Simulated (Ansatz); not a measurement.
PbS in Ansatz: the effect of functional

PbS:

```
Pb S
1.0
     3.72532    0.00000    0.00000
     0.00000    3.72532    0.00000
     0.00000    0.00000    3.72532
Pb S
1 1
Direct
  0.00000 0.00000 0.00000
  0.50000 0.50000 0.50000
```

Measurements of this composition are mostly on another form, of space group No. 225.

The cell isn't the ideal one: volume scaled by 1.06.

Alike in all runs:

| Property | Result |
| --- | --- |
| Program | Ansatz 0.2.0 |
| Task | single point |
| Potentials or basis | Ansatz PAW |
| k mesh | 7 × 7 × 7 |
| Occupations | fermi-dirac, width 0.05 eV |
| Spin | no spin polarisation |

```csv
functional,cutoff,pressure (GPa)
LDA,420 eV (not typed: the program's choice for these potentials),-7.5
PBEsol,420 eV (not typed: the program's choice for these potentials),?
r2SCAN,500 eV (not typed: the program's choice for these potentials),-3.8
```

What does the run with functional PBEsol give?

Pressure -5.8 GPa.

Caveats: the PAW data sets come from PBE, with cores solved anew for the run's functional, which leaves a small shift of forces and pressure.

Runs at the PBE level aren't shown here.
